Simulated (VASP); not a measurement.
# BN: relaxation of cell and atoms with PBE

The system is BN.

```
B N
1.0
     2.51234    0.00000    0.00000
    -1.25617    2.17575    0.00000
     0.00000    0.00000    7.25704
B N
2 2
Direct
  0.33333 0.66667 0.25000
  0.66667 0.33333 0.75000
  0.33333 0.66667 0.75000
  0.66667 0.33333 0.25000
```

```json
{
  "Program": "VASP 6.6.1",
  "Task": "relaxation of cell and atoms",
  "Functional": "PBE",
  "Potentials or basis": "VASP PAW PBE potentials, release 64 (B, N)",
  "Cutoff": "520 eV",
  "k mesh": "15 × 15 × 6",
  "Occupations": "gaussian, width 0.02 eV",
  "Spin": "no spin polarisation",
  "Further INCAR settings": "ALGO = Normal; EDIFF = 1e-07; IBRION = 2; EDIFFG = -0.002; NSW = 80; ISIF = 3"
}
```

The relaxed volume is 10.49 Å³/atom, the relaxed cell is a = 2.513 Å, b = 2.513 Å, c = 7.671 Å, α = 90.00°, β = 90.00°, γ = 120.00° and the space group after relaxing (to 0.05 Å) is P6_3/mmc (No. 194). The energy gained by relaxing is 1.4 meV/atom and the ionic steps are 14. The pressure after relaxing is 0.0 GPa and the band gap on the k mesh is 4.50 eV, indirect (least direct gap 4.65 eV).

The path:
| step | energy change (eV) | largest force (eV/Å) | pressure (GPa) | volume (Å³) |
| --- | --- | --- | --- | --- |
| 1 | 0.0000 | 0.0000 | 0.34 | 39.67 |
| 2 | -0.0005 | 0.0000 | 0.13 | 39.79 |
| 3 | -0.0015 | 0.0000 | -0.47 | 40.15 |
| 4 | -0.0019 | 0.0000 | -1.63 | 40.87 |
| 5 | -0.0020 | 0.0000 | -1.28 | 40.65 |
| 6 | -0.0021 | 0.0000 | -1.27 | 40.66 |
| 7 | -0.0023 | 0.0000 | -1.23 | 40.70 |
| 8 | -0.0027 | 0.0000 | -1.15 | 40.78 |
| 9 | -0.0035 | 0.0000 | -1.00 | 40.95 |
| 10 | -0.0047 | 0.0000 | -0.70 | 41.28 |
| 11 | -0.0058 | 0.0000 | -0.13 | 41.94 |
| 12 | -0.0058 | 0.0000 | -0.09 | 41.99 |
| 13 | -0.0058 | 0.0000 | -0.05 | 41.96 |
| 14 | -0.0058 | 0.0000 | -0.01 | 41.94 |

Final structure:
```yaml
crystal:
  lattice:
    - [2.51254, 0.00000, 0.00000]
    - [-1.25627, 2.17593, 0.00000]
    - [0.00000, 0.00000, 7.67133]
  atoms:
    - { symbol: B, position: [0.33333, 0.66667, 0.25000] }
    - { symbol: B, position: [0.66667, 0.33333, 0.75000] }
    - { symbol: N, position: [0.33333, 0.66667, 0.75000] }
    - { symbol: N, position: [0.66667, 0.33333, 0.25000] }
```

Levels at points of the mesh, in eV from the valence-band top:
```csv
k point,band 4,band 5,band 6,band 7,band 8,band 9,band 10,band 11,band 12
"(0.00, 0.00, 0.00)",-4.67,-1.35,-1.35,-1.34,-1.34,4.61,8.63,10.98,11.50
"(0.00, 0.00, 0.50)",-5.21,-1.34,-1.34,-1.34,-1.34,6.24,6.24,11.51,11.51
```

It took 2.6 min on 1 thread of Intel(R) Xeon(R) 6975P-C (Granite Rapids), on a shared host, peak memory 0.18 GiB.

Caveat: an odd mesh through Γ misses points on the zone boundary, where band edges often lie; this functional lacks dispersion, which binds the layers, so the pressure and a relaxed spacing across them are unreliable.
